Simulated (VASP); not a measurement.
# VASP 6.6.1, PBEsol single-point calculation, TePb (zincblende)

INCAR

```
ENCUT = 520
LCHARG = .FALSE.
LASPH = .TRUE.
SIGMA = 0.01
LREAL = .FALSE.
NBANDS = 17
GGA = PS
PREC = Accurate
NSW = 0
ISIF = 2
IBRION = -1
EDIFF = 1E-7
ISMEAR = 0
NELM = 120
LWAVE = .FALSE.
```

KPOINTS

```
KPOINTS created by Atomic Simulation Environment
0
Gamma
6 6 6
0 0 0
```

KPOINTS_OPT

```
special points
6
Reciprocal
0.0000000000 0.0000000000 0.0000000000 1
0.5000000000 0.0000000000 0.5000000000 1
0.5000000000 0.2500000000 0.7500000000 1
0.3750000000 0.3750000000 0.7500000000 1
0.5000000000 0.5000000000 0.5000000000 1
0.6250000000 0.2500000000 0.6250000000 1
```

POSCAR

```
Pb Te
 1.0000000000000000
     0.0000000000000000    3.6414940559225757    3.6414940559225757
     3.6414940559225757   -0.0000000000000000    3.6414940559225757
     3.6414940559225757    3.6414940559225757   -0.0000000000000000
 Pb  Te
   1   1
Cartesian
 -0.0000000000000000 -0.0000000000000000  0.0000000000000000
  1.8207470279612878  1.8207470279612878  1.8207470279612878
```

VASP ran with the recommended PBE PAW datasets (20 valence electrons in the cell).

Command

```
mpirun -np 1 vasp_std
```

From OUTCAR

```
k-points           NKPTS =     16   k-points in BZ     NKDIM =     16   number of bands    NBANDS=     17

   NELECT =      20.0000    total number of electrons

   dimension x,y,z NGX =    40 NGY =   40 NGZ =   40
   dimension x,y,z NGXF=    80 NGYF=   80 NGZF=   80

  energy-cutoff  :      520.00
  volume of cell :       96.58
      direct lattice vectors                 reciprocal lattice vectors
     0.000000000  3.641494056  3.641494056    -0.137306279  0.137306279  0.137306279
     3.641494056  0.000000000  3.641494056     0.137306279 -0.137306279  0.137306279
     3.641494056  3.641494056  0.000000000     0.137306279  0.137306279 -0.137306279

 k-points in reciprocal lattice and weights: KPOINTS created by Atomic Simulation Env
   0.00000000  0.00000000  0.00000000       0.005
   0.16666667  0.00000000  0.00000000       0.037
   0.33333333  0.00000000  0.00000000       0.037
   0.50000000  0.00000000  0.00000000       0.019
   0.16666667  0.16666667  0.00000000       0.028
   0.33333333  0.16666667  0.00000000       0.111
   0.50000000  0.16666667  0.00000000       0.111
  -0.33333333  0.16666667  0.00000000       0.111
   ...

 E-fermi :   2.5497

 k-point     1 :       0.0000    0.0000    0.0000
  band No.  band energies     occupation
      1     -14.2171      2.00000
      2     -14.2171      2.00000
      3     -14.2171      2.00000
      4     -14.1926      2.00000
      5     -14.1926      2.00000
      6      -8.7523      2.00000
      7      -3.6077      2.00000
      8       1.2028      2.00000
      9       1.2028      2.00000
     10       1.2028      2.00000
     11       4.1519      0.00000
     12       4.1519      0.00000
     13       4.1519      0.00000
     14       6.6264      0.00000
     15       9.6902      0.00000
     16       9.6902      0.00000
     17      10.5244      0.00000

 k-point     2 :       0.1667    0.0000    0.0000
  band No.  band energies     occupation
      1     -14.2195      2.00000
      2     -14.2158      2.00000
      3     -14.2158      2.00000
      4     -14.1925      2.00000
      5     -14.1925      2.00000
      6      -8.6111      2.00000
      7      -4.0107      2.00000
      8       1.0332      2.00000
      9       1.0332      2.00000
     10       1.1255      2.00000
     11       4.3333      0.00000
     12       4.4245      0.00000
     13       4.4245      0.00000
     14       7.5229      0.00000
     15       9.1010      0.00000
     16       9.1010      0.00000
     17      10.0053      0.00000

 k-point     3 :       0.3333    0.0000    0.0000
  band No.  band energies     occupation
      1     -14.2243      2.00000
      2     -14.2135      2.00000
      3     -14.2135      2.00000
      4     -14.1921      2.00000
      5     -14.1921      2.00000
      6      -8.2657      2.00000
      7      -4.8026      2.00000
      8       0.7596      2.00000
      9       0.7596      2.00000
     10       0.8439      2.00000
     11       4.8319      0.00000
     12       4.8319      0.00000
     13       5.3860      0.00000
     14       8.2526      0.00000
     15       9.2045      0.00000
     16       9.2045      0.00000
     17      10.2688      0.00000

 k-point     4 :       0.5000    0.0000    0.0000
  band No.  band energies     occupation
      1     -14.2267      2.00000
      2     -14.2125      2.00000
      3     -14.2125      2.00000
      4     -14.1918      2.00000
      5     -14.1918      2.00000
      6      -8.0396      2.00000
      7      -5.2249      2.00000
      8       0.6442      2.00000
      9       0.6442      2.00000
     10       0.6943      2.00000
     11       4.9648      0.00000
     12       4.9648      0.00000
     13       6.3415      0.00000
     14       8.3385      0.00000
     15       9.4076      0.00000
     16       9.9360      0.00000
     17       9.9360      0.00000

 k-point     5 :       0.1667    0.1667    0.0000
  band No.  band energies     occupation
      1     -14.2218      2.00000
      2     -14.2145      2.00000
      3     -14.2145      2.00000
      4     -14.1933      2.00000
      5     -14.1919      2.00000
      6      -8.5617      2.00000
      7      -4.1302      2.00000
      8       0.7807      2.00000
      9       0.7807      2.00000
     10       1.6126      2.00000
     11       3.6598      0.00000
     12       4.8557      0.00000
     13       4.8557      0.00000
     14       7.8222      0.00000
     15       8.1679      0.00000
     16       9.9251      0.00000
     17      11.0903      0.00000

 k-point     6 :       0.3333    0.1667    0.0000
  band No.  band energies     occupation
      1     -14.2260      2.00000
      2     -14.2126      2.00000
      3     -14.2121      2.00000
      4     -14.1935      2.00000
      5     -14.1913      2.00000
      6      -8.2723      2.00000
      7      -4.7669      2.00000
      8       0.3108      2.00000
      9       0.5034      2.00000
     10       1.7791      2.00000
     11       3.8684      0.00000
     12       5.3762      0.00000
     13       5.4705      0.00000
     14       8.0191      0.00000
     15       8.9637      0.00000
     16       9.9587      0.00000
     17      10.8775      0.00000

 k-point     7 :       0.5000    0.1667    0.0000
  band No.  band energies     occupation
      1     -14.2283      2.00000
      2     -14.2117      2.00000
      3     -14.2110      2.00000
      4     -14.1929      2.00000
      5     -14.1914      2.00000
      6      -7.9658      2.00000
      7      -5.3185      2.00000
      8      -0.1090      2.00000
      9       0.4416      2.00000
     10       1.7264      2.00000
     11       4.5813      0.00000
     12       5.4480      0.00000
     13       5.9875      0.00000
     14       8.5482      0.00000
     15       9.1936      0.00000
     16      10.0596      0.00000
     17      10.1747      0.00000

 k-point     8 :      -0.3333    0.1667    0.0000
  band No.  band energies     occupation
      1     -14.2271      2.00000
      2     -14.2120      2.00000
      3     -14.2119      2.00000
      4     -14.1923      2.00000
      5     -14.1920      2.00000
      6      -8.0505      2.00000
      7      -5.1761      2.00000
      8      -0.1294      2.00000
      9       0.6306      2.00000
     10       1.6593      2.00000
     11       4.8429      0.00000
     12       5.1267      0.00000
     13       5.6934      0.00000
     14       8.6899      0.00000
     15       8.9010      0.00000
     16       9.5733      0.00000
     17      10.5355      0.00000

 k-point     9 :      -0.1667    0.1667    0.0000
  band No.  band energies     occupation
      1     -14.2231      2.00000
      2     -14.2144      2.00000
      3     -14.2135      2.00000
      4     -14.1929      2.00000
      5     -14.1920      2.00000
      6      -8.3951      2.00000
      7      -4.5186      2.00000
      8       0.3175      2.00000
      9       0.9362      2.00000
     10       1.4934      2.00000
     11       4.3681      0.00000
     12       4.6141      0.00000
     13       5.1974      0.00000
     14       8.4940      0.00000
     15       8.5387      0.00000
     16       9.0783      0.00000
     17      11.0214      0.00000

 k-point    10 :       0.3333    0.3333    0.0000
  band No.  band energies     occupation
      1     -14.2311      2.00000
      2     -14.2094      2.00000
      3     -14.2094      2.00000
      4     -14.1948      2.00000
      5     -14.1904      2.00000
      6      -8.0635      2.00000
      7      -5.1377      2.00000
      8       0.1943      2.00000
      9       0.1943      2.00000
     10       2.0118      2.00000
     11       3.2949      0.00000
     12       6.2001      0.00000
     13       6.2001      0.00000
     14       7.5587      0.00000
     15       9.8939      0.00000
     16      10.5931      0.00000
     17      12.4396      0.00000

 k-point    11 :       0.5000    0.3333    0.0000
  band No.  band energies     occupation
      1     -14.2329      2.00000
      2     -14.2087      2.00000
      3     -14.2081      2.00000
      4     -14.1948      2.00000
      5     -14.1903      2.00000
      6      -7.7898      2.00000
      7      -5.5684      2.00000
      8      -0.2178      2.00000
      9       0.1073      2.00000
     10       2.1845      2.00000
     11       3.6661      0.00000
     12       6.2995      0.00000
     13       6.4589      0.00000
     14       8.1569      0.00000
     15       9.6808      0.00000
     16      10.4874      0.00000
     17      11.7741      0.00000

 ...

  Total       -0.5027808     -0.5027808     -0.5027808     -0.0000000      0.0000000      0.0000000
  in kB       -8.3410445     -8.3410445     -8.3410445     -0.0000000      0.0000000      0.0000000
  external PRESSURE =      -8.3410445 kB  Pullay stress =       0.0000000 kB

 POSITION                                       TOTAL-FORCE (eV/Angst)
 -----------------------------------------------------------------------------------
      0.00000      0.00000      0.00000        -0.000000     -0.000000      0.000000
      1.82075      1.82075      1.82075         0.000000      0.000000     -0.000000
 -----------------------------------------------------------------------------------
    total drift:                                0.000000      0.000000      0.000000

  FREE ENERGIE OF THE ION-ELECTRON SYSTEM (eV)
  ---------------------------------------------------
  free  energy   TOTEN  =        -7.6879984949 eV

  energy  without entropy=       -7.6879984949  energy(sigma->0) =       -7.68799849
```

The gap between bands v and c is 0.52 eV, the least direct gap is 1.14 eV and the pressure is -0.8 GPa.

Band v is the last that the valence electrons fill when counted band by band, and c is the next.

The run took about 44 s on one core of a shared host (Intel Xeon Platinum 8488C) and held 0.27 GiB at most.
